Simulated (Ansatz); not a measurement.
# Yb (Im-3m) in Ansatz: notebook

Runs on Yb. Level: PBE. Tasks: single point.

Everything below comes from runs of Ansatz 0.2.0. Logs are shortened: lines on timing, memory, paths and dates and some standing lists are left out, and cuts for length are marked.

## (1) The structure

It takes space group Im-3m (No. 229, cubic). Conventional cell: a = 4.303 Å, b = 4.303 Å, c = 4.303 Å, α = 90.00°, β = 90.00°, γ = 90.00°. Around Yb (site symmetry m-3m) lie 8 Yb at 3.73 Å.

This isn't the form of Yb at room conditions, which is fcc.

## (2) Single point, PBE, collinear spin, ferromagnetic start

The input, input.yaml:

```yaml
crystal:
  lattice:
    - [-2.151483, 2.151483, 2.151483]
    - [2.151483, -2.151483, 2.151483]
    - [2.151483, 2.151483, -2.151483]
  atoms:
    - { symbol: Yb, position: [0.0, 0.0, 0.0], spin: 1.2 }
hamiltonian:
  xc: pbe
  pseudopotentials: { kind: paw }
magnetization:
  spin_polarized: true
  initial_magnetization: 1.2
  spin_locking: { lock_magnetization: hard }
kpoints:
  mp_grid: { grid: [7, 7, 7] }
scf:
  occupations: { method: fermi_dirac, width: 0.05 }
  lower_state_search: "off"
output:
  forces: true
  stress: true
  eigenvalues: true
  write_density: true
  write_potential: true
  elf: true
  volumetric_format: npy
```

Potentials or basis: Ansatz PAW.

Launch:

```console
$ ansatz run input.yaml --threads 2 --pin off --max-ram 5632MiB --backend cpu --events-out ev --progress --plain --runs-dir out
```

Output:

```text
Warning: output.stress: scf.convergence.dr2_threshold = 1e-7 eV (the SCF's general default) is looser than the 1e-10 eV advised for a printed stress (1e-10 eV for each atom of the cell: 1). What an SCF threshold leaves in a stress goes as its square root, and in the free energy as the threshold itself, and one threshold admits the most on a small cell: of the crystals measured, under no hybrid functional and no lock of the moments, on runs that ended without the residual-converged pass, on stresses that held no estimate of that error, the worst erred by over 100 MPa in a component at 1e-7 eV an atom and by under 5 at 1e-10. Set scf.convergence.dr2_threshold to 1e-10 eV or tighter. The threshold is an SCF's pass mark: one that does not reach it within its budget of iterations ends unconverged, or closes short of it on a stop that the run arms, and scf.convergence.dr2_threshold's page says what that costs each kind of run
Warning: RAYON_NUM_THREADS=2 ignored (pool sized by the plan → 2); use --threads N
Engine: ansatz 0.2.0, aarch64-unknown-linux-gnu
Pseudopotentials: kind: paw
Pseudopotential: Yb, paw, valence charge 24, recommended cutoff 420 eV (normal), Yb.paw.azcp
Functional definition: PBE
  parameter kappa = 0.804
  parameter beta = 0.06672455060314922
  exchange = pbe_x(kappa = kappa, mu = beta*pi^2/3)
  correlation = pbe_c(beta = beta)
Crystal: 1 atoms, lattice volume = 39.836 Å³
Basis set: ecut = 420 eV, 767 PW (Γ), exchange–correlation on 50×50×50 points (8 copies of the dense FFT grid, shifted against one another)
Bands: 17, of which v1, the nominal top of the filled ones, is band 12 counted from 1 (11 counted from 0)
Symmetry: 48 space group operations
Space group: Im-3m (ITA 229), of the structure as read, at distance tolerance 3.4e-5 Å
Magnetic group: BNS 229.140 (UNI 1642), of the structure as read, at distance tolerance 3.4e-5 Å
k-points: 20 of 343
Non-local potential: Yb, projectors of the file, l = 0: 3, l = 1: 2, l = 2: 2, l = 3: 3
PAW form: soft (Blöchl's): semilocal exchange-correlation on the pseudo side does not see the compensation charge
PAW one-centre angular grid: Yb, 590 points (default); XC on 64 Gauss nodes
Initial density: superposition of atomic densities (chi_scale 0.1, normalization cell)
Starting moments: Σ|m| = 1.2 μB on 1 of 1 site
Initial wavefunctions: pseudopotential atomic-orbital guess
Functional: x = pbe(κ = 0.804, μ = 0.2195149727645171), c = pbe(β = 0.06672455060314922)
iter 1 solved again at ethr=1.06e-3 eV; its pass at ethr=3.10e-3 eV (dr2=2.54e-1 eV) is discarded
SCF iter   1: F=—  HF=-13794.538341 eV  |F-HF|=—  |Δ(HF+E_count)|=         —  Δρ=3.93e-2 (↑3.93e-2 ↓1.77e-2)  dr2=2.56e-1  dr2_m=2.84e-1  M=1.200 μB ∫|m|=1.200 μB  β_m=0.30  ethr=1.06e-3  ⟨swp⟩=1.1  Hψ=4215  notcnv=0
preconditioner: auto → Kerker (q_TF=auto, 2.507 Å⁻¹)  [metal: Δε(μ)=0.080 eV  Ē_g=10.496 eV  σ=0.050 eV  W_gap=0.34  n_scr=12 (ndim 8)  ℏωp=27.6 eV  f_vac=0.000  D(μ)=8.61/eV (n_scr^D=176)]
spin=Collinear: Kerker preconditioning applied to the charge; magnetization (m = ρ↑ − ρ↓) channel mixes plain (no charge-response kernel on spin).
SCF iter   2: F=—  HF=-13794.644271 eV  |F-HF|=—  |Δ(HF+E_count)|=   1.06e-1  Δρ=5.18e-2 (↑2.47e-2 ↓5.18e-2)  dr2=2.49e-1  dr2_m=5.21e-1  M=1.200 μB ∫|m|=1.200 μB  β_m=0.65  ethr=1.06e-3  ⟨swp⟩=2.6  Hψ=1284  notcnv=0
preconditioner: auto → none  [insulator: Δε(μ)=0.183 eV  Ē_g=11.133 eV  σ=0.050 eV  W_gap=0.50  n_scr=12 (ndim 8)  ℏωp=27.6 eV  f_vac=0.000  D(μ)=4.79/eV (n_scr^D=78)  ε∞_Penn≈7.1]
SCF iter   3: F=—  HF=-13795.049961 eV  |F-HF|=—  |Δ(HF+E_count)|=   4.06e-1  Δρ=6.25e-2 (↑3.31e-2 ↓6.25e-2)  dr2=3.11e0  dr2_m=8.19e-2  M=1.200 μB ∫|m|=1.200 μB  β_m=0.10  ethr=1.04e-3  ⟨swp⟩=3.5  Hψ=1853  notcnv=0  defer=20  recentre
SCF iter   4: F=—  HF=-13794.638290 eV  |F-HF|=—  |Δ(HF+E_count)|=   4.12e-1  Δρ=2.26e-2 (↑2.26e-2 ↓1.97e-2)  dr2=2.55e-2  dr2_m=1.60e-1  M=1.200 μB ∫|m|=1.200 μB  β_m=0.33  ethr=1.04e-3  ⟨swp⟩=3.6  Hψ=1924  notcnv=0  defer=7
SCF iter   5: F=—  HF=-13794.705985 eV  |F-HF|=—  |Δ(HF+E_count)|=   6.77e-2  Δρ=2.73e-3 (↑6.17e-4 ↓2.73e-3)  dr2=2.18e-3  dr2_m=4.59e-4  M=1.200 μB ∫|m|=1.200 μB  β_m=0.67  ethr=1.06e-4  ⟨swp⟩=3.0  Hψ=1687  notcnv=0  defer=14
SCF iter   6: F=—  HF=-13794.708913 eV  |F-HF|=—  |Δ(HF+E_count)|=   2.93e-3  Δρ=4.43e-3 (↑2.67e-4 ↓4.43e-3)  dr2=6.80e-3  dr2_m=1.66e-3  M=1.200 μB ∫|m|=1.200 μB  β_m=0.67  ethr=9.09e-6  ⟨swp⟩=2.0  Hψ=1110  notcnv=0  defer=14
SCF iter   7: F=—  HF=-13794.708201 eV  |F-HF|=—  |Δ(HF+E_count)|=   7.12e-4  Δρ=1.88e-4 (↑1.88e-4 ↓1.44e-4)  dr2=2.32e-6  dr2_m=9.34e-6  M=1.200 μB ∫|m|=1.200 μB  β_m=0.83  ethr=9.09e-6  ⟨swp⟩=2.3  Hψ=1035  notcnv=0  defer=14
SCF iter   8: F=—  HF=-13794.708238 eV  |F-HF|=—  |Δ(HF+E_count)|=   3.77e-5  Δρ=2.54e-4 (↑1.62e-4 ↓2.54e-4)  dr2=5.54e-5  dr2_m=8.53e-7  M=1.200 μB ∫|m|=1.200 μB  β_m=0.83  ethr=9.66e-9  ⟨swp⟩=3.1  Hψ=1465  notcnv=0  defer=14
SCF iter   9: F=—  HF=-13794.708239 eV  |F-HF|=—  |Δ(HF+E_count)|=   9.59e-7  Δρ=4.68e-5 (↑4.26e-6 ↓4.68e-5)  dr2=7.96e-7  dr2_m=1.77e-7  M=1.200 μB ∫|m|=1.200 μB  β_m=0.86  ethr=9.66e-9  ⟨swp⟩=2.0  Hψ=1159  notcnv=0  defer=14
SCF iter  10: F=—  HF=-13794.708241 eV  |F-HF|=—  |Δ(HF+E_count)|=   1.27e-6  Δρ=3.19e-5 (↑6.18e-6 ↓3.19e-5)  dr2=3.03e-7  dr2_m=1.21e-7  M=1.200 μB ∫|m|=1.200 μB  β_m=0.93  ethr=3.32e-9  ⟨swp⟩=2.0  Hψ=1113  notcnv=0  defer=14
SCF iter  11: F=—  HF=-13794.708241 eV  |F-HF|=—  |Δ(HF+E_count)|=   4.25e-7  Δρ=1.56e-5 (↑5.17e-6 ↓1.56e-5)  dr2=1.19e-7  dr2_m=1.08e-8  M=1.200 μB ∫|m|=1.200 μB  β_m=0.97  ethr=1.26e-9  ⟨swp⟩=2.5  Hψ=1058  notcnv=0  defer=14
SCF iter  12: F=-13794.708241 eV  HF=-13794.708241 eV  |F-HF|=7.86e-10  |Δ(HF+E_count)|=   2.87e-8  Δρ=1.68e-6 (↑7.05e-7 ↓1.68e-6)  dr2=1.68e-9  dr2_m=9.20e-11  M=1.200 μB ∫|m|=1.200 μB  ethr=4.17e-10  ⟨swp⟩=10.4  Hψ=4467  notcnv=0
SCF 1 converged in 12 iterations: F = -13794.708241 eV  dr2 = 1.68e-9
SCF converged after 12 iterations
Stability checked in part: among states of this total moment the steps that led to this state did not find it unstable. No probe was made; neither looks for a lower state of another moment (fixed_total_moment; see scf.lower_state_search)
Magnetization: 1.2000 μB (12.6000 up, 11.4000 down)
Absolute magnetization: 1.2000 μB (∫|ρ↑−ρ↓|, with the PAW one-centre terms)
Spin contamination: 0.0023 ħ² per cell (⟨S²⟩ above its minimum at these occupations)
Per-site moments (μB) at R_I (Å): [(0.6901114543988248, 1.5371721203935431)]
Free energy (F): -13794.708241 eV
Harris-Foulkes:  -13794.708241 eV  (|F-HF|=7.86e-10)
Internal energy: -13794.649491 eV  (E = F + TS)
E sigma→0 (E₀):  -13794.678866 eV
Entropy (-TS):   -0.058750 eV (-58.750 meV/atom)
Fermi energy:    9.247209 (↑ 9.758874, ↓ 8.735545) eV
--- Per-component energies (eV) ---
  E_band       = -41.599626
  E_kinetic    = 353.174000
  E_local      = -6485.358384  (includes V_loc(G=0)·N_el)
  E_nonlocal   = 546.204168
  E_hartree    = 2812.723606
  E_xc         = -162.815700
  E_vxc        = -202.657712  (∫ρ·V_xc dr)
  E_paw        = -7351.169180  (= ΣΔE_a)
  E_vpaw       = 121.595285  (= ΣTr[D̂ρ^β])
  E_aug_tail   = 0.000003  (compensation charges beyond the density's cutoff)
  E_ewald      = -3507.408004
  E_smearing   = -0.058750  (= −TS)
  E_closure    = -0.000000  (closes the sum)
  Σ components = -13794.708241   (vs F -13794.708241, Δ=0.00e0)
--- Forces (eV/Å), atoms counted from 1 ---
  atom   1  Yb     0.00000000    -0.00000000     0.00000000
  max |Σ_I F_I| component: 1.86e-32 eV/Å
--- Stress (GPa, compression-positive) ---
       -1.577761       0.000000       0.000000
        0.000000      -1.577761      -0.000000
        0.000000      -0.000000      -1.577761
  P = ⅓ Tr σ = -1.5778 GPa (-15.778 kbar)
--- Band table (eV; the first three rows and the last of 40) ---
  k-point 0 ↑: bands = ["-42.7979", "-14.9899", "-14.9899", "-14.9899", "4.0956", "8.2755", "8.2755", "8.2755", "8.3484", "8.3484", "8.3484", "8.3844", "11.9488", "11.9488", "11.9488", "13.6157", "13.6157"]
  k-point 1 ↑: bands = ["-42.7958", "-15.0361", "-15.0052", "-14.9899", "4.5394", "8.2792", "8.2797", "8.2864", "8.3374", "8.3425", "8.3435", "8.3701", "11.5925", "11.6103", "12.3999", "13.2592", "13.6214"]
  k-point 2 ↑: bands = ["-42.7912", "-15.1377", "-15.0394", "-14.9898", "5.7385", "8.2791", "8.2899", "8.3153", "8.3159", "8.3201", "8.3421", "8.3616", "10.4990", "10.9421", "13.3954", "13.6730", "13.7910"]
  k-point 19 ↓: bands = ["-42.5712", "-14.9476", "-14.9407", "-14.9407", "8.5186", "8.5405", "8.5473", "8.5473", "8.5743", "8.5907", "8.5907", "9.5447", "9.7102", "13.6436", "13.7477", "13.7477", "15.4293"]
```

It took 1.6 s on 2 threads of Arm Neoverse V2, shared host; peak memory 0.28 GiB.

What came out:

| Quantity | Value |
| --- | --- |
| Free energy | -13794.7082 eV |
| Pressure | -1.6 GPa |
| Net moment | 1.20 μB per cell |
| Absolute moment | 1.20 μB per cell |
| Site moments | Yb +0.69 μB |

Caveat: spin-orbit coupling is left out, which moves the levels of the heavy elements; the total moment is fixed, so each spin has its own Fermi level; the thresholds are loose for stress. The state reached can hang on the start; a lower one may exist.

## (3) Single point, PBE, collinear spin, ferromagnetic start

input.yaml, as its differences from that of step 2:

```diff
@@ -6,3 +6,3 @@
   atoms:
-    - { symbol: Yb, position: [0.0, 0.0, 0.0], spin: 1.2 }
+    - { symbol: Yb, position: [0.0, 0.0, 0.0], spin: 1.5 }
 hamiltonian:
@@ -12,3 +12,3 @@
   spin_polarized: true
-  initial_magnetization: 1.2
+  initial_magnetization: 1.5
   spin_locking: { lock_magnetization: hard }
```

Potentials or basis: Ansatz PAW.

Launch:

```console
$ ansatz run input.yaml --threads 2 --pin off --max-ram 5632MiB --backend cpu --events-out ev --progress --plain --runs-dir out
```

It took 1.9 s on 2 threads of Arm Neoverse V2, shared host; peak memory 0.29 GiB.

Results (log left out):

* Free energy: -13794.5391 eV
* Pressure: -1.7 GPa
* Net moment: 1.50 μB per cell
* Absolute moment: 1.50 μB per cell
* Site moments: Yb +0.87 μB

Caveat: spin-orbit coupling is left out, which moves the levels of the heavy elements; the total moment is fixed, so each spin has its own Fermi level; the thresholds are loose for stress.

## (4) Single point, PBE, collinear spin, ferromagnetic start

input.yaml, as its differences from that of step 3:

```diff
@@ -6,3 +6,3 @@
   atoms:
-    - { symbol: Yb, position: [0.0, 0.0, 0.0], spin: 1.5 }
+    - { symbol: Yb, position: [0.0, 0.0, 0.0], spin: 2.0 }
 hamiltonian:
@@ -12,3 +12,3 @@
   spin_polarized: true
-  initial_magnetization: 1.5
+  initial_magnetization: 2.0
   spin_locking: { lock_magnetization: hard }
@@ -23,5 +23 @@
   eigenvalues: true
-  write_density: true
-  write_potential: true
-  elf: true
-  volumetric_format: npy
```

Potentials or basis: Ansatz PAW.

Launch:

```console
$ ansatz run input.yaml --threads 2 --pin off --max-ram 5632MiB --backend cpu --events-out ev --progress --plain --runs-dir out
```

Output:

```text
Warning: output.stress: scf.convergence.dr2_threshold = 1e-7 eV (the SCF's general default) is looser than the 1e-10 eV advised for a printed stress (1e-10 eV for each atom of the cell: 1). What an SCF threshold leaves in a stress goes as its square root, and in the free energy as the threshold itself, and one threshold admits the most on a small cell: of the crystals measured, under no hybrid functional and no lock of the moments, on runs that ended without the residual-converged pass, on stresses that held no estimate of that error, the worst erred by over 100 MPa in a component at 1e-7 eV an atom and by under 5 at 1e-10. Set scf.convergence.dr2_threshold to 1e-10 eV or tighter. The threshold is an SCF's pass mark: one that does not reach it within its budget of iterations ends unconverged, or closes short of it on a stop that the run arms, and scf.convergence.dr2_threshold's page says what that costs each kind of run
Warning: RAYON_NUM_THREADS=2 ignored (pool sized by the plan → 2); use --threads N
Engine: ansatz 0.2.0, aarch64-unknown-linux-gnu
Pseudopotentials: kind: paw
Pseudopotential: Yb, paw, valence charge 24, recommended cutoff 420 eV (normal), Yb.paw.azcp
Functional definition: PBE
  parameter kappa = 0.804
  parameter beta = 0.06672455060314922
  exchange = pbe_x(kappa = kappa, mu = beta*pi^2/3)
  correlation = pbe_c(beta = beta)
Crystal: 1 atoms, lattice volume = 39.836 Å³
Basis set: ecut = 420 eV, 767 PW (Γ), exchange–correlation on 50×50×50 points (8 copies of the dense FFT grid, shifted against one another)
Bands: 17, of which v1, the nominal top of the filled ones, is band 12 counted from 1 (11 counted from 0)
Symmetry: 48 space group operations
Space group: Im-3m (ITA 229), of the structure as read, at distance tolerance 3.4e-5 Å
Magnetic group: BNS 229.140 (UNI 1642), of the structure as read, at distance tolerance 3.4e-5 Å
k-points: 20 of 343
Non-local potential: Yb, projectors of the file, l = 0: 3, l = 1: 2, l = 2: 2, l = 3: 3
PAW form: soft (Blöchl's): semilocal exchange-correlation on the pseudo side does not see the compensation charge
PAW one-centre angular grid: Yb, 590 points (default); XC on 64 Gauss nodes
Initial density: superposition of atomic densities (chi_scale 0.1, normalization cell)
Starting moments: Σ|m| = 2 μB on 1 of 1 site
Initial wavefunctions: pseudopotential atomic-orbital guess
Functional: x = pbe(κ = 0.804, μ = 0.2195149727645171), c = pbe(β = 0.06672455060314922)
SCF iter   1: F=—  HF=-13793.978895 eV  |F-HF|=—  |Δ(HF+E_count)|=         —  Δρ=7.89e-2 (↑7.89e-2 ↓1.83e-2)  dr2=2.81e0  dr2_m=4.68e-1  M=2.000 μB ∫|m|=2.000 μB  β_m=0.30  ethr=3.10e-3  ⟨swp⟩=5.2  Hψ=3203  notcnv=0
preconditioner: auto → Kerker (q_TF=auto, 2.507 Å⁻¹)  [metal: Δε(μ)=0.013 eV  Ē_g=10.395 eV  σ=0.050 eV  W_gap=0.07  n_scr=12 (ndim 8)  ℏωp=27.6 eV  f_vac=0.000  D(μ)=15.22/eV (n_scr^D=380)]
spin=Collinear: Kerker preconditioning applied to the charge; magnetization (m = ρ↑ − ρ↓) channel mixes plain (no charge-response kernel on spin).
[... 17 lines left out ...]
SCF 1 converged in 16 iterations: F = -13794.174076 eV  dr2 = 5.19e-11
No search for a lower state was made along the close's negative reading: the deck asks for none (scf.lower_state_search: off) (following: asked_to_warn; scf.lower_state_search in the input reference).
SCF converged after 16 iterations
Magnetization: 2.0000 μB (13.0000 up, 11.0000 down)
Absolute magnetization: 2.0000 μB (∫|ρ↑−ρ↓|, with the PAW one-centre terms)
Spin contamination: 0.0018 ħ² per cell (⟨S²⟩ above its minimum at these occupations)
Per-site moments (μB) at R_I (Å): [(1.183619751285806, 1.5371721203935431)]
Free energy (F): -13794.174076 eV
Harris-Foulkes:  -13794.174076 eV  (|F-HF|=6.18e-11)
Internal energy: -13794.091819 eV  (E = F + TS)
E sigma→0 (E₀):  -13794.132947 eV
Entropy (-TS):   -0.082256 eV (-82.256 meV/atom)
Fermi energy:    9.112249 (↑ 10.024079, ↓ 8.200419) eV
--- Per-component energies (eV) ---
  E_band       = -51.449062
  E_kinetic    = 356.112232
  E_local      = -6469.725032  (includes V_loc(G=0)·N_el)
  E_nonlocal   = 537.805053
  E_hartree    = 2799.316096
  E_xc         = -164.193569
  E_vxc        = -204.505189  (∫ρ·V_xc dr)
  E_paw        = -7345.998598  (= ΣΔE_a)
  E_vpaw       = 130.231703  (= ΣTr[D̂ρ^β])
  E_aug_tail   = 0.000003  (compensation charges beyond the density's cutoff)
  E_ewald      = -3507.408004
  E_smearing   = -0.082256  (= −TS)
  E_closure    = 0.000000  (closes the sum)
  Σ components = -13794.174076   (vs F -13794.174076, Δ=0.00e0)
--- Forces (eV/Å), atoms counted from 1 ---
  atom   1  Yb    -0.00000000    -0.00000000     0.00000000
  max |Σ_I F_I| component: 2.26e-32 eV/Å
--- Stress (GPa, compression-positive) ---
       -2.205549      -0.000000       0.000000
       -0.000000      -2.205549      -0.000000
       -0.000000       0.000000      -2.205549
  P = ⅓ Tr σ = -2.2055 GPa (-22.055 kbar)
--- Band table (eV; the first three rows and the last of 40) ---
  k-point 0 ↑: bands = ["-43.2188", "-15.3419", "-15.3419", "-15.3419", "3.8688", "7.6249", "7.6249", "7.6249", "7.7084", "7.7084", "7.7084", "7.7482", "11.6789", "11.6789", "11.6789", "13.4085", "13.4085"]
  k-point 1 ↑: bands = ["-43.2168", "-15.3874", "-15.3570", "-15.3419", "4.3116", "7.6288", "7.6303", "7.6353", "7.6983", "7.7035", "7.7038", "7.7346", "11.3251", "11.3489", "12.1280", "13.0428", "13.4108"]
  k-point 2 ↑: bands = ["-43.2122", "-15.4874", "-15.3908", "-15.3417", "5.5086", "7.6320", "7.6451", "7.6625", "7.6809", "7.6809", "7.6998", "7.7239", "10.2535", "10.6794", "13.1611", "13.3987", "13.5732"]
  k-point 19 ↓: bands = ["-42.8516", "-15.1310", "-15.1246", "-15.1246", "8.0052", "8.0331", "8.0386", "8.0386", "8.0836", "8.0921", "8.0921", "9.8207", "9.9596", "13.8969", "13.9774", "13.9774", "15.4296"]
```

Run time: 1.7 s. Hardware: 2 threads of Arm Neoverse V2, shared host; peak memory 0.28 GiB.

Results:

```yaml
Free_energy: -13794.1741 eV
Pressure: -2.2 GPa
Net_moment: 2.00 μB per cell
Absolute_moment: 2.00 μB per cell
Site_moments: Yb +1.18 μB
```

Caveat: spin-orbit coupling is left out, which moves the levels of the heavy elements; the total moment is fixed, so each spin has its own Fermi level; the thresholds are loose for stress. The state reached can hang on the start; a lower one may exist.

## (5) Overview

| fixed moment (μB) | pressure (GPa) | moment (μB) |
| --- | --- | --- |
| 1.2 | -1.6 | 1.20 |
| 1.5 | -1.7 | 1.50 |
| 2.0 | -2.2 | 2.00 |

Alike in all rows: task single point; level PBE; potentials or basis Ansatz PAW; spin collinear, ferromagnetic start; cell as given; k mesh 7 × 7 × 7; cutoff (eV) 420; smearing fermi-dirac 0.05 eV.

Caveats: spin-orbit coupling is left out, which moves the levels of the heavy elements; the total moment is fixed, so each spin has its own Fermi level; the thresholds are loose for stress.

Total energies depend on the potentials used, so only differences within one code and one set of settings carry meaning.
